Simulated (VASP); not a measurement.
**CaSe (zincblende): gaps by functional in VASP**

```
CELL_PARAMETERS angstrom
0.00000 3.27956 3.27956
3.27956 0.00000 3.27956
3.27956 3.27956 0.00000
ATOMIC_POSITIONS crystal
Ca 0.00000 0.00000 0.00000
Se 0.25000 0.25000 0.25000
```

All runs share this cell. Band v is the last that the valence electrons fill when counted band by band, and c is the next. A negative gap between them is a band overlap, as in a metal.

```json
{"level": "PBE", "gap (eV)": "3.20", "least direct gap (eV)": "3.30", "pressure (GPa)": "0.6"}
{"level": "r²SCAN", "gap (eV)": "3.68", "least direct gap (eV)": "3.78", "pressure (GPa)": "0.2"}
{"level": "LDA", "gap (eV)": "2.95", "least direct gap (eV)": "3.05", "pressure (GPa)": "-2.0"}
{"level": "PBEsol", "gap (eV)": "3.05", "least direct gap (eV)": "3.15", "pressure (GPa)": "-0.8"}
{"level": "PBE with spin–orbit coupling", "gap (eV)": "3.12", "least direct gap (eV)": "3.20", "pressure (GPa)": "–"}
```
